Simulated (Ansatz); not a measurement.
TiTe: equation of state with r2SCAN

Crystal: TiTe.

```
CELL_PARAMETERS angstrom
3.84200 0.00000 0.00000
-1.92100 3.32727 0.00000
0.00000 0.00000 6.40300
ATOMIC_POSITIONS crystal
Te 0.66667 0.33333 0.75000
Te 0.33333 0.66667 0.25000
Ti 0.00000 0.00000 0.50000
Ti 0.00000 0.00000 0.00000
```

```json
{
 "Program": "Ansatz 0.2.0",
 "Task": "equation of state",
 "Functional": "r2SCAN",
 "Potentials or basis": "Ansatz PAW",
 "Cutoff": "500 eV",
 "Density cutoff": "2000 eV",
 "k mesh": "8 × 8 × 4",
 "Occupations": "fermi-dirac, width 0.05 eV",
 "Spin": "no spin polarisation"
}
```

```json
{"Equilibrium volume": "22.01 Å³/atom (rough: see the caveat)", "Bulk modulus at fixed shape and positions": "90 GPa (rough)"}
```

Energy against volume, from the lowest point:
```tsv
volume (Å³/atom)	energy (meV/atom)
19.235	122.69
19.644	85.46
20.054	55.85
20.463	33.14
20.872	16.65
21.281	5.79
21.691	0.00
```

All runs of the series together: 83 s on 2 threads of Intel(R) Xeon(R) Processor @ 2.50GHz (Skylake/Cascade Lake) (shared host).

Caveat: the minimum lies outside the volumes run; the cell was scaled at fixed shape and fractional positions, which overstates the stiffness of a crystal with free parameters, most of all of layers and chains; the PAW data sets were made with another functional, which shifts forces and pressure a little. Spin-orbit coupling is left out, which matters for the levels of Te.
